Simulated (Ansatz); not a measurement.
Runs of Ansatz 0.2.0 on TiCo. Symmetry: Pm-3m, No. 221, cubic system. The conventional cell has a = 2.986 Å, b = 2.986 Å, c = 2.986 Å, α = 90.00°, β = 90.00°, γ = 90.00°. Co (site symmetry m-3m) is surrounded by 8 Ti at 2.59 Å. Ti (site symmetry m-3m) is surrounded by 8 Co at 2.59 Å. The cell comes from a database or a generator and needn't be the stable form of this composition.

```tsv
task	level	cell	k mesh	cutoff (eV)	target pressure (GPa)	mesh quality	gap on the mesh (eV)	pressure (GPa)	moment (μB)
projected density of states	PBEsol	as given	5 × 5 × 5	420	-	coarse	none	-7.0	0.90
projected density of states	HSE06	as given	5 × 5 × 5	420	-	coarse	none	5.7	1.00
projected density of states	r2SCAN	as given	5 × 5 × 5	500	-	coarse	none	0.4	0.94
projected density of states	PBE0	as given	5 × 5 × 5	420	-	coarse	none	5.5	1.00
relaxation of cell and atoms	PBEsol	relaxed to 2 GPa	9 × 9 × 9	420	2	not flagged	none	2.0	(b)
relaxation of cell and atoms	PBEsol	relaxed to 30 GPa	9 × 9 × 9	420	30	not flagged	none	30.0	(a)
relaxation of cell and atoms	PBEsol	relaxed to 10 GPa	9 × 9 × 9	420	10	not flagged	none	10.0	0.53
projected density of states	r2SCAN0	as given	5 × 5 × 5	500	-	coarse	none	6.6	1.00
projected density of states	PBE	as given	5 × 5 × 5	420	-	coarse	none	(c)	0.90
relaxation of cell and atoms	PBEsol	relaxed to 5 GPa	9 × 9 × 9	420	5	not flagged	none	5.0	0.57
projected density of states	revPBE	as given	5 × 5 × 5	420	-	coarse	none	(d)	0.90
projected density of states	RPBE	as given	5 × 5 × 5	420	-	coarse	none	4.8	0.90
```

Alike in all rows: potentials or basis Ansatz PAW; spin collinear, ferromagnetic start; smearing fermi-dirac 0.05 eV.

Q: Fill in the values left out.

A: (a) 0.45; (b) 0.59; (c) 0.2; (d) 3.5.

Caveats: some runs use coarse meshes; the PAW data sets come from PBE, with cores solved anew for the run's functional, which leaves a small shift of forces and pressure (some runs); the density of states is complete only up to the lowest level of the last band computed (some runs); the magnetic or orbital state may not be the lowest (some runs); the starting moments weren't kept (some runs); the plane-wave basis is chosen anew once the cell has moved, so the energies of steps on either side of that aren't comparable (some runs); the thresholds are loose for stress (some runs).

A gap of «none» marks a metal or a gap under the smearing width.
